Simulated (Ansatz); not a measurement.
AgCl, space group Fm-3m, a comparison of functionals at one structure

Computed with Ansatz's Python interface.

At the Python prompt:
```pycon
>>> import ansatz
>>> crystal = (
...     ansatz.Lattice.of([0.0, 2.735, 2.735], [2.735, 0.0, 2.735], [2.735, 2.735, 0.0])
...     .atom("Ag", [0.0, 0.0, 0.0])
...     .atom("Cl", [0.5, 0.5, 0.5])
... )
>>> base = (
...     crystal.calculation()
...     .basis(20 * ansatz.Ha)
...     .kpoints(6)
...     .occupations(ansatz.OccupationsMethod.FIXED)
...     .stress()
... )
>>> rows = []
>>> for value in ["revpbe", "rpbe", "r2scan", "pbe", "pbesol"]:
...     r = base.functional(value).run(threads=1, pin="off").report
...     rows.append((value, r["free_energy_ev"] / len(r["lattice"]["sites"]), r["n_iterations"], sum(r["stress_gpa"][i][i] for i in range(3)) / 3, r["n_kpoints"]))
...
>>> print("  functional   F/atom (eV)    iterations       P (GPa)      k-points")
  functional   F/atom (eV)    iterations       P (GPa)      k-points
>>> for row in rows:
...     print(f"{str(row[0]):>12s}  {row[1]:12.5f}  {row[2]:12d}  {row[3]:12.3f}  {row[4]:12d}")
...
      revpbe   -4339.60644             6         6.337            16
        rpbe   -4341.28503             6         7.237            16
      r2scan   -4344.36789             7         2.300            16
         pbe   -4335.43184             6         3.940            16
      pbesol   -4291.90245             6        -0.665            16
```

From lowest to highest: PBEsol (-0.7 GPa), r2SCAN (2.3 GPa), PBE (3.9 GPa), revPBE (6.3 GPa) and RPBE (7.2 GPa). At a fixed cell a lower pressure usually means a smaller equilibrium volume, so PBEsol prefers the smallest cell and RPBE the largest. Gaps by band count in the reports: revPBE 1.03 eV, RPBE 1.08 eV, r2SCAN 1.48 eV, PBE 0.91 eV and PBEsol 0.73 eV (Kohn-Sham values on this mesh, as a rule under measured gaps).

Of the deposited cell: the entry's cell lengths or inner coordinates differ somewhat from later room-temperature determinations. Pressure is positive in compression. The starting cell is as deposited in a crystallographic database; the results hold for this polymorph, which needn't be the stable one. Total energies of different functionals can't be compared; pressures, moments and gaps at this one structure can. Timing: 6.2 s on 1 thread of Arm Neoverse V2, on a shared host, peak memory 0.47 GiB.
